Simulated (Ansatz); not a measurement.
A run of Ansatz 0.2.0 is set up as follows.

Contents of input.yaml:

```yaml
crystal:
  lattice:
    - [0.0, 1.9465, 1.9465]
    - [1.9465, 0.0, 1.9465]
    - [1.9465, 1.9465, 0.0]
  atoms:
    - { symbol: Pd, position: [0.0, 0.0, 0.0] }
hamiltonian:
  xc: pbe
  pseudopotentials: { kind: paw }
kpoints:
  mp_grid: { grid: [12, 12, 12] }
scf:
  occupations: { method: gaussian, width: 0.019 }
output:
  forces: true
  stress: true
  eigenvalues: true
```

Potentials or basis: Ansatz PAW.

Launch:

```bash
$ ansatz run input.yaml --threads 2 --pin off --max-ram 5632MiB --backend cpu --events-out ev --progress --plain --runs-dir out
```

**Question.** Predict the band gap on the k mesh.

**Answer.** None (metal or under the smearing width).

**Question.** Predict the pressure.

**Answer.** 6.9 GPa.
